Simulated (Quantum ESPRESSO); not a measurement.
## Os in Quantum ESPRESSO: the effect of functional

Crystal: Os.

```
Os
1.0
     2.73410    0.00000    0.00000
    -1.36705    2.36780    0.00000
     0.00000    0.00000    4.31970
Os
2
Direct
  0.66667 0.33333 0.75000
  0.33333 0.66667 0.25000
```

Alike in all runs:

* Program: Quantum ESPRESSO 7.5
* Task: band structure
* Potentials or basis: SG15 PBE 1.2
* Cutoff: 952 eV
* Density cutoff: 3810 eV
* k mesh: 11 × 11 × 6
* Occupations: fermi-dirac, width 0.05 eV
* Spin: no spin polarisation

```csv
functional,pressure (GPa)
LDA,-5.8
PBEsol,?
RPBE,11.5
AM05,-4.8
HLE16,-65.8
EV93PW91,27.0
rev-vdW-DF2,5.1
```

**Question.** What does the run with functional PBEsol give?

**Answer.** Pressure -2.0 GPa.

Caveats: the potentials were made for another functional, which shifts forces and pressure; the potentials were made for a functional far from this one (some runs); the cell as given lies far from equilibrium (some runs).

Runs at the PBE level aren't shown here.
